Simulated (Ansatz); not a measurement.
CsCl (Pm-3m): phonons

Level of theory: PBEsol, PAW on Ansatz 0.2.0's default frozen-core files (fitted under PBE), scalar-relativistic.

Cell and atoms were relaxed beforehand by PAW with this functional.

Command:

```sh
ansatz run input.yaml --threads 2 --pin off --max-ram 5120MiB --backend cpu --events-out ev --progress --plain --runs-dir out
```

Input file:

```yaml
crystal:
  lattice:
    - [4.06534391076, 0.0, 0.0]
    - [0.0, 4.06534391076, 0.0]
    - [0.0, 0.0, 4.06534391076]
  atoms:
    - { symbol: Cs, position: [0.0, 0.0, 0.0] }
    - { symbol: Cl, position: [0.5, 0.5, 0.5] }
kpoints:
  mp_grid: { grid: [6, 6, 6] }
scf:
  occupations: { method: fixed }
hamiltonian:
  xc: pbesol
  pseudopotentials: { kind: paw }
phonons:
  method: dfpt
  dielectric: true
  rigid_motions: translations
```

Output:

```
Warning: RAYON_NUM_THREADS=2 ignored (pool sized by the plan → 2); use --threads N
Engine: ansatz 0.2.0, aarch64-unknown-linux-gnu
Pseudopotentials: kind: paw
Pseudopotential: Cs, paw, valence charge 9, recommended cutoff 420 eV (normal), Cs.paw.azcp
Pseudopotential: Cl, paw, valence charge 7, recommended cutoff 420 eV (normal), Cl.paw.azcp
Functional definition: PBEsol
  exchange = pbesol_x
  correlation = pbesol_c
Crystal: 2 atoms, lattice volume = 67.188 Å³
Basis set: ecut = 420 eV, 1357 PW (Γ), exchange–correlation on 60×60×60 points (8 copies of the dense FFT grid, shifted against one another)
Bands: 12, of which v1, the nominal top of the filled ones, is band 8 counted from 1 (7 counted from 0)
Symmetry: 48 space group operations
k-points: 40 of 216 (irreducible under 8 space group operations, time reversal used)
Non-local potential: Cs, projectors of the file, l = 0: 3, l = 1: 2, l = 2: 2, l = 3: 2
Non-local potential: Cl, projectors of the file, l = 0: 2, l = 1: 2, l = 2: 2
PAW form: soft (Blöchl's): semilocal exchange-correlation on the pseudo side does not see the compensation charge
PAW frozen core: Cs, regenerated for the run's functional, and the local potential with it (the file was generated under x = pbe(κ = 0.804, μ = 0.2195149727645171), c = pbe(β = 0.06672455060314922))
PAW frozen core: Cl, regenerated for the run's functional, and the local potential with it (the file was generated under x = pbe(κ = 0.804, μ = 0.2195149727645171), c = pbe(β = 0.06672455060314922))
PAW one-centre angular grid: Cs, 194 points (default); XC on 64 Gauss nodes
PAW one-centre angular grid: Cl, 110 points (default); XC on 64 Gauss nodes
Initial density: superposition of atomic densities (neutral atoms: chi_scale 0, normalization atom), corrected by the library's trained network
Initial wavefunctions: pseudopotential atomic-orbital guess
Functional: x = pbesol(κ = 0.804, μ = 0.12345679012345678), c = pbesol(β = 0.046)
SCF iter   1: F=—  HF=-6650.525324 eV  |F-HF|=—  |Δ(HF+E_count)|=         —  Δρ=3.47e-3  dr2=1.32e-2  ethr=1.77e-3  ⟨swp⟩=5.4  Hψ=2678  notcnv=0  defer=66
preconditioner: auto → none  [insulator: Δε(μ)=5.113 eV  Ē_g=12.084 eV  n_scr=6 (ndim 8)  ℏωp=17.0 eV  f_vac=0.000  ε∞_Penn≈3.0]
SCF iter   2: F=—  HF=-6650.521989 eV  |F-HF|=—  |Δ(HF+E_count)|=   3.33e-3  Δρ=1.15e-3  dr2=6.78e-4  ethr=8.22e-5  ⟨swp⟩=2.1  Hψ=1155  notcnv=0  defer=76
SCF iter   3: F=—  HF=-6650.521936 eV  |F-HF|=—  |Δ(HF+E_count)|=   5.25e-5  Δρ=5.09e-4  dr2=1.27e-4  ethr=4.24e-6  ⟨swp⟩=2.0  Hψ=795  notcnv=0  defer=76
SCF iter   4: F=—  HF=-6650.521988 eV  |F-HF|=—  |Δ(HF+E_count)|=   5.18e-5  Δρ=1.15e-4  dr2=6.25e-6  ethr=7.93e-7  ⟨swp⟩=2.8  Hψ=821  notcnv=0  defer=67
SCF iter   5: F=—  HF=-6650.521992 eV  |F-HF|=—  |Δ(HF+E_count)|=   4.28e-6  Δρ=1.24e-5  dr2=7.05e-8  ethr=3.91e-8  ⟨swp⟩=2.0  Hψ=801  notcnv=0  defer=7
SCF iter   6: F=—  HF=-6650.521993 eV  |F-HF|=—  |Δ(HF+E_count)|=   7.06e-7  Δρ=9.76e-7  dr2=1.12e-9  ethr=4.41e-10  ⟨swp⟩=2.3  Hψ=746  notcnv=0
SCF iter   7: F=-6650.521993 eV  HF=-6650.521993 eV  |F-HF|=9.09e-13  |Δ(HF+E_count)|=  1.02e-10  Δρ=7.32e-8  dr2=3.23e-12  ethr=1.00e-12  ⟨swp⟩=7.8  Hψ=3178  notcnv=0
SCF 1 converged in 7 iterations: F = -6650.521993 eV  dr2 = 3.23e-12
  greatest PAW one-centre occupation: 0.926 electrons in one spin orbital (limit 2), on the Cs atom at site 0 (counted from 0), in its partial waves of l = 0
DFPT response loops at Γ: preconditioner auto → none (the input reference at scf.mixing.eps_inf says where Resta's filter doesn't serve); β = 0.50; Broyden in place of MSR1
── the response to a field inside a basis, on 6×6×6 k-points: an SCF that follows is theirs, and a resumed run solves both again ──
Bands: 9, of which v1, the nominal top of the filled ones, is band 8 counted from 1 (7 counted from 0)
k-points: 10 of 216
Initial density: handed on by an earlier stage of this run
Initial wavefunctions: pseudopotential atomic-orbital guess (no wavefunctions were taken with the density)
Eigensolver: Dense (10 Hₖ)
SCF iter   1: F=—  HF=-6650.520697 eV  |F-HF|=—  |Δ(HF+E_count)|=         —  Δρ=6.53e-5  dr2=3.89e-7  ethr=1.00e-1
preconditioner: auto → none  [insulator: Δε(μ)=5.624 eV  Ē_g=11.146 eV  n_scr=6 (ndim 8)  ℏωp=17.0 eV  f_vac=0.000  ε∞_Penn≈3.3]
SCF iter   2: F=-6650.520699 eV  HF=-6650.520698 eV  |F-HF|=4.49e-7  |Δ(HF+E_count)|=   1.31e-6  Δρ=3.27e-5  dr2=9.72e-8  ethr=2.43e-9
SCF 1 converged in 2 iterations: F = -6650.520699 eV  dr2 = 9.72e-8
DFPT response loops at Γ: mixed as the last ones told, above
SCF converged after 7 iterations
Free energy (F): -6650.521993 eV
Harris-Foulkes:  -6650.521993 eV  (|F-HF|=9.09e-13)
Internal energy: -6650.521993 eV  (E = F + TS)
E sigma→0 (E₀):  -6650.521993 eV
Fermi energy:    3.287179 eV
--- Per-component energies (eV) ---
  E_band       = -49.535778
  E_kinetic    = 304.307784
  E_local      = -409.790189  (includes V_loc(G=0)·N_el)
  E_nonlocal   = 60.091871
  E_hartree    = 131.978663
  E_xc         = -279.823996
  E_vxc        = -249.066019  (∫ρ·V_xc dr)
  E_paw        = -5625.317602  (= ΣΔE_a)
  E_vpaw       = -19.036625  (= ΣTr[D̂ρ^β])
  E_aug_tail   = 0.000092  (compensation charges beyond the density's cutoff)
  E_ewald      = -832.191208
  E_core_change = 0.222592  (= ΣΔE_core)
  E_smearing   = -0.000000  (= −TS)
  E_closure    = -0.000000  (closes the sum)
  Σ components = -6650.521993   (vs F -6650.521993, Δ=0.00e0)
  k mesh reduced under 8 symmetry operations, with k and −k counted as one. Each operation leaves every solved perturbation unchanged. A smaller set is not considered because the run solves the response to a homogeneous field
  ASR residual: 6.625e-5 → 0.000e0 eV/Å²; symmetrization residual: 7.047e-6 eV/Å²
  ASR residual per site (eV/Å²): 6.63e-5 4.97e-5
  Γ frequencies (cm⁻¹): 0.00 0.00 0.00 93.54 93.54 93.54
  ε∞ (high-frequency dielectric tensor):
        2.981989     0.000000     0.000000
        0.000000     2.981989     0.000000
        0.000000     0.000000     2.981989
  ε⁰ (static dielectric tensor: ions relaxed, cell fixed):
        8.368584    -0.000000    -0.000000
       -0.000000     8.368584     0.000000
       -0.000000     0.000000     8.368584
  ε⁰ − ε∞ (ionic part):
        5.386595    -0.000000    -0.000000
       -0.000000     5.386595     0.000000
       -0.000000     0.000000     5.386595
  softest optical mode at Γ: 93.54 cm⁻¹; the repairs (sum rule, projections) moved no ω² at Γ by more than (0.84 cm⁻¹)²
  Born effective charges Z* (e; rows j = field, columns β = displacement):
    site 0:
         1.34195   -0.00000    0.00000
        -0.00000    1.34195    0.00000
         0.00000   -0.00000    1.34195
    site 1:
        -1.34195    0.00000    0.00000
         0.00000   -1.34195    0.00000
         0.00000    0.00000   -1.34195
  Z* charge neutrality: 6.788e-4 e pre-enforcement
  solved inside a basis spanned on kpoints, on 6×6×6 k-points, its susceptibility summed on 10×10×10: ε∞ is read to err by 6.4e-3, Z* by 9.8e-3 e (field_mesh: kpoints solves on kpoints); Z* is corrected for what the basis lacks
  optical modes at Γ without the LO–TO term, one row a degenerate level:
      ω (cm⁻¹)  modes    IR ((D/Å)²/amu)
         93.54      3             4.4537
  optical modes at Γ + LO–TO along q̂ = [1.0000, 0.0000, 0.0000]:
      ω (cm⁻¹)  modes    IR ((D/Å)²/amu)
         93.54      2             2.9691
        156.69      1             1.4846
  optical modes at Γ + LO–TO along q̂ = [0.0000, 1.0000, 0.0000]:
      ω (cm⁻¹)  modes    IR ((D/Å)²/amu)
         93.54      2             2.9691
        156.69      1             1.4846
  optical modes at Γ + LO–TO along q̂ = [0.0000, 0.0000, 1.0000]:
      ω (cm⁻¹)  modes    IR ((D/Å)²/amu)
         93.54      2             2.9691
        156.69      1             1.4846
```

Self-consistency was reached.

### Field response

Linear response of an insulating crystal by Kohn-Sham DFT to a field and to zone-centre displacements, local fields included; Born charges neutralised; LO modes for wave vectors along x and z; Cartesian axes as in the input.

* Dielectric electronic (x, y, z): 2.982, 2.982, 2.982
* Dielectric static (x, y, z): 8.369, 8.369, 8.369
* Highest phonon with field along x: 156.7 cm⁻¹
* Highest phonon with field along z: 156.7 cm⁻¹
* Highest phonon without field: 93.54 cm⁻¹

| atom | born charge xx (e) | born charge yy (e) | born charge zz (e) |
| --- | --- | --- | --- |
| Cs1 | 1.342 | 1.342 | 1.342 |
| Cl2 | -1.342 | -1.342 | -1.342 |

Zone-centre phonons:

Harmonic phonons of a crystal by Kohn-Sham DFT at the given cell, standard atomic masses, acoustic sum rule imposed; negative wavenumbers are unstable modes; optical zone-centre levels upwards with Mulliken labels, activity, and the element with most of the kinetic energy.

```
Point group : m-3m
```

| number | phonon wavenumber (cm⁻¹) | label | infrared | raman | lead element |
| --- | --- | --- | --- | --- | --- |
| 1 | 93.5 | T1u | yes | no | Cl |

Limits of these numbers: frozen-core PAW files fitted under PBE, their cores solved anew for the functional of the run; zone-boundary modes aren't tested; no LO-TO term at the zone centre.

Cost: 13 s on 2 threads of Arm Neoverse V1, on a shared host, peak memory 0.46 GiB.
